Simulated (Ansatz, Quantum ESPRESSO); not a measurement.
## BP (zinc blende): bulk modulus from a few volumes

How stiff is zinc blende BP under hydrostatic load? Each row scales the relaxed cell evenly and relaxes the atoms. The phase is followed to these pressures whether or not it stays the stable one.

Calculated with Ansatz 0.2.0, PBEsol, PAW files of the set soft_1, cutoff 600 eV, Fermi–Dirac smearing 0.02 eV, k-mesh 11×11×11, no spin polarisation, no spin-orbit coupling.

Reference cell, relaxed at zero pressure with PBEsol (F-43m): a = 3.1961 Å, b = 3.1961 Å, c = 3.1961 Å, α = 60.00°, β = 60.00°, γ = 60.00°.

```csv
atom,x,y,z
P,0.7500,0.7500,0.7500
B,0.0000,0.0000,0.0000
```

| V (Å³/atom) | V/V0 | P (GPa) | E − E0 (meV/atom) |
| --- | --- | --- | --- |
| 10.8503 | 0.9400 | 11.805 | 24.3 |
| 11.0811 | 0.9600 | 7.493 | 10.5 |
| 11.3120 | 0.9800 | 3.576 | 2.5 |
| 11.7737 | 1.0200 | −3.220 | 2.3 |
| 12.2354 | 1.0600 | −8.832 | 20.0 |

V0 = 11.5429 Å³ an atom, where the residual pressure P0 is +0.015 GPa. **Question.** Fit the Birch–Murnaghan law and give the pressure and the energy at V = 12.0046 Å³ an atom, a row left out above.

With the Eulerian strain f = ½[(V0/V)^(2/3) − 1] and F = (P − P0)/[3f(1 + 2f)^(5/2)], the third-order law is the line F = B0 + (3/2) B0 (B′ − 4) f.

| f | F (GPa) |
| --- | --- |
| 0.02106 | 168.35 |
| 0.01380 | 168.78 |
| 0.00678 | 169.25 |
| −0.00656 | 170.00 |
| −0.01905 | 170.60 |

A straight line through the 5 rows: the means are 0.003206 for f and 169.4 for F, Σ(Δx)² = 0.001034 and ΣΔxΔy = −0.05842, so the slope is −0.05842/0.001034 = −56.471 and the intercept 169.4 − (−56.471)(0.003206) = 169.58.

Hence B0 = 169.6 GPa and B′ = 4 + (−56.5)/(1.5 × 169.6) = 3.78. For the withheld volume f = −0.01290, F = 170.31 GPa and P = −6.16 GPa. The run itself gives −6.16 GPa, so the estimate misses by 0.00 GPa, a rounding's worth.

Integrating the same law gives E − E0 = (9/2) B0 V0 f²[1 + (B′ − 4) f] + P0(V0 − V), with 1 GPa Å³ = 6.2415 meV: 9.1 meV an atom. The run itself gives 9.1 meV, so the estimate misses by 0.0 meV, a rounding's worth.

The same fit over all rows at other levels or in other programs gives B0 = 169 GPa with PBEsol (Quantum ESPRESSO, GBRV).

Measured bulk modulus: 174 GPa (arxiv:1505.05714), against 170 GPa here (−3 %).

The calculation is for a static lattice, while measurements hold thermal and zero-point motion.

[Logs are printed without paths, hosts, clocks, repeated set-up lines and the standing remarks that a program may print on its own settings, such as how far it seeks lower states.]
